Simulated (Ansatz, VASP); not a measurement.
# MgO in VASP and in Ansatz

```
CELL_PARAMETERS angstrom
0.00000 2.09700 2.09700
2.09700 0.00000 2.09700
2.09700 2.09700 0.00000
ATOMIC_POSITIONS crystal
Mg 0.00000 0.00000 0.00000
O 0.50000 0.50000 0.50000
```

The cell is a database's computed one.

Alike in both runs: task single point; functional PBEsol; k mesh 8 × 8 × 8; occupations gaussian, width 0.1 eV; no spin polarisation.

|  | VASP | Ansatz |
| --- | --- | --- |
| version | VASP 6.6.1 | Ansatz 0.2.0 |
| potentials or method | VASP PAW PBE potentials, release 64 (Mg, O) | scalar-relativistic, plane waves, PAW |
| plane-wave cutoff (eV) | 520 | 420 |
| valence electrons in the cell | 8 | 16 |

|  | VASP | Ansatz | Ansatz less VASP |
| --- | --- | --- | --- |
| gap on the k mesh at the Fermi level (eV) | 4.76 | 4.76 | -0.001 |
| least direct gap on the mesh (eV) | 4.76 | 4.76 | -0.001 |
| pressure (GPa) | 1.8 | 2.3 | +0.48 |

The two sets of potentials don't hold the same shells in valence.

Caveats: the PAW data sets were made with another functional, which shifts forces and pressure a little (VASP). PBEsol gaps usually lie below the measured ones, often by a third to a half.
